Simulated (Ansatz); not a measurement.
**Symmetry broken, then relaxed in TiAl**

The calculation used DFT r2SCAN, scalar-relativistic, plane waves, PAW in Ansatz. Cutoff 500 eV, Γ-centred 10×10×10 k-points, Gaussian smearing of 0.15 eV. No spin polarisation. Energies are free energies at this smearing, counted from the undisturbed cell; pressure is positive in compression.

Zero of the scan (relaxed at this level; it needn't be the usual structure):

```
CELL_PARAMETERS angstrom
3.17135 0.00000 0.00000
0.00000 3.17135 0.00000
0.00000 0.00000 3.17135
ATOMIC_POSITIONS crystal
Ti 0.00000 0.00000 0.00000
Al 0.50000 0.50000 0.50000
```

The atoms are displaced (Å, in the unstrained cell):

| atom | ux | uy | uz |
| --- | --- | --- | --- |
| Ti1 | -0.015 | -0.014 | 0.013 |
| Al2 | 0.015 | 0.014 | -0.013 |

The cell is strained by (-0.0040, -0.0089, 0.0129, -0.0011, -0.0210, 0.0327) (xx, yy, zz, yz, xz, xy; engineering shear). The atoms are then relaxed in that fixed cell.

**Question.** How much of the energy do the atoms recover?

**Answer.** The disturbance cost 9.0 meV/atom, and 5.3 meV/atom remain in the strained cell. The final space group reads P-1 (tolerance 0.05 Å).

Final structure:

```
CELL_PARAMETERS angstrom
3.15870 0.05178 -0.03332
0.05178 3.14304 -0.00179
-0.03332 -0.00179 3.21229
ATOMIC_POSITIONS crystal
Ti 0.00000 0.00000 0.00000
Al 0.50000 0.50000 0.50000
```

The relaxation, step by step (energy from the first step):

```csv
step,ΔE (meV/atom),largest force component (eV/Å),pressure (GPa)
1,0.0,0.177,n/a
2,-3.6,0.043,n/a
3,-3.8,0.000,n/a
4,-3.8,0.000,n/a
```

Frames along the relaxation (Å, eV/Å):

```xyz
2
Lattice="3.159 0.052 -0.033 0.052 3.143 -0.002 -0.033 -0.002 3.212" Properties=species:S:1:pos:R:3:forces:R:3 pbc="T T T" step=1
Ti   -0.015   -0.014    0.013    0.177    0.176   -0.175
Al    1.604    1.611    1.575   -0.177   -0.176    0.175
2
Lattice="3.159 0.052 -0.033 0.052 3.143 -0.002 -0.033 -0.002 3.212" Properties=species:S:1:pos:R:3:forces:R:3 pbc="T T T" step=2
Ti    0.004    0.003   -0.003   -0.043   -0.043    0.038
Al    1.585    1.593    1.591    0.042    0.042   -0.038
2
Lattice="3.159 0.052 -0.033 0.052 3.143 -0.002 -0.033 -0.002 3.212" Properties=species:S:1:pos:R:3:forces:R:3 pbc="T T T" step=3
Ti    0.000    0.000    0.000    0.000    0.000    0.000
Al    1.589    1.597    1.589    0.000    0.000    0.000
2
Lattice="3.159 0.052 -0.033 0.052 3.143 -0.002 -0.033 -0.002 3.212" Properties=species:S:1:pos:R:3:forces:R:3 pbc="T T T" step=4
Ti    0.000    0.000    0.000    0.000    0.000    0.000
Al    1.589    1.597    1.589    0.000    0.000    0.000
```